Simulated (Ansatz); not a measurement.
Level of theory: Ansatz 0.2.0, DFT PBE, scalar-relativistic, plane waves, PAW. All cells share a 420 eV cutoff and Γ-centred k meshes spaced at most about 0.3 Å⁻¹ (2π included). No spin polarisation in the final relaxations.

These are static total energies at zero pressure.

Two forms of SiO₂ were relaxed alike.

A.

```yaml
crystal:
  lattice:
    - [-4.41547, 4.43492, 2.54228]
    - [4.41547, -4.43492, 2.54228]
    - [4.41547, 4.43492, -2.54228]
  atoms:
    - { symbol: Si, position: [0.67691, 0.67799, 0.35551] }
    - { symbol: Si, position: [0.32247, 0.32140, 0.64449] }
    - { symbol: Si, position: [0.32247, 0.67799, 0.00108] }
    - { symbol: Si, position: [0.67691, 0.32140, 0.99892] }
    - { symbol: O, position: [0.58026, 0.58122, 0.55867] }
    - { symbol: O, position: [0.02256, 0.02159, 0.44133] }
    - { symbol: O, position: [0.45044, 0.66584, 0.21540] }
    - { symbol: O, position: [0.65800, 0.44707, 0.21093] }
    - { symbol: O, position: [0.23614, 0.44707, 0.78907] }
    - { symbol: O, position: [0.45044, 0.23503, 0.78460] }
    - { symbol: O, position: [0.02256, 0.58122, 0.00096] }
    - { symbol: O, position: [0.58026, 0.02159, 0.99904] }
```

B.

```yaml
crystal:
  lattice:
    - [-4.50324, 4.50324, 2.63750]
    - [4.50324, -4.50324, 2.63750]
    - [4.50324, 4.50324, -2.63750]
  atoms:
    - { symbol: Si, position: [0.67697, 0.67697, 0.35394] }
    - { symbol: Si, position: [0.32303, 0.32303, 0.64606] }
    - { symbol: Si, position: [0.32303, 0.67697, 0.00000] }
    - { symbol: Si, position: [0.67697, 0.32303, 0.00000] }
    - { symbol: O, position: [0.50000, 0.50000, 0.50000] }
    - { symbol: O, position: [0.00000, 0.00000, 0.50000] }
    - { symbol: O, position: [0.50000, 0.70958, 0.20958] }
    - { symbol: O, position: [0.70958, 0.50000, 0.20958] }
    - { symbol: O, position: [0.29042, 0.50000, 0.79042] }
    - { symbol: O, position: [0.50000, 0.29042, 0.79042] }
    - { symbol: O, position: [0.00000, 0.50000, 0.00000] }
    - { symbol: O, position: [0.50000, 0.00000, 0.00000] }
```

Task: Which would you expect to be lower, and how large is the difference?

Result: A is lower, by 9 meV/atom. A has space group Imm2 (No. 44), 16.6 Å³/atom and a gap of 5.52 eV on its mesh; B has space group I4/mmm (No. 139), 17.8 Å³/atom and a gap of 5.36 eV. Counting O atoms around Si (those within 1.25 times the shortest such distance or 1.15 times the sum of covalent radii), A and B both have Si 4. The denser one is the lower, and pressure would at first widen the difference. Both come from invented guesses. The part of the Crystallography Open Database at hand lists SiO2 in space groups No. 1, 3, 5, 6, 7 and others; no cell shown has one of them.

Kohn–Sham gaps at this level usually fall short of measured ones. Cells relaxed within their symmetry can be saddle points. The Imm2 cell of SiO2 came from shaking the I4/mmm one.
